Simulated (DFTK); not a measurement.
TiB2 in DFTK: the effect of pseudo set

The system is TiB2.

```
Ti B
1.0
     3.02920    0.00000    0.00000
    -1.51460    2.62336    0.00000
     0.00000    0.00000    3.22840
Ti B
1 2
Direct
  0.00000 0.00000 0.00000
  0.66667 0.33333 0.50000
  0.33333 0.66667 0.50000
```

Alike in all runs:

```yaml
Program: DFTK 0.8.2
Task: single point
Functional: PBE
k_mesh: 10 × 10 × 8
Occupations: fermi-dirac, width 0.05 eV
Spin: no spin polarisation
```

```tsv
pseudo set	cutoff	pressure (GPa)
dojo.nc.sr.pbe.v0_4_1.standard.upf (PBE)	1143 eV	0.2
dojo.nc.sr.pbe.v0_5.standard.upf (PBE)	1143 eV	0.2
dojo.nc.sr.pbe.v0_5.stringent.upf (PBE)	1143 eV	0.2
SG15 1.2 (PBE)	1225 eV	?
SPMS 1.0 (PBE)	1225 eV	0.1
in-house norm-conserving set (PBE, scalar relativistic)	1143 eV	0.3
```

**Question.** What does the run with pseudo set SG15 1.2 (PBE) give?

**Answer.** Pressure -0.7 GPa.
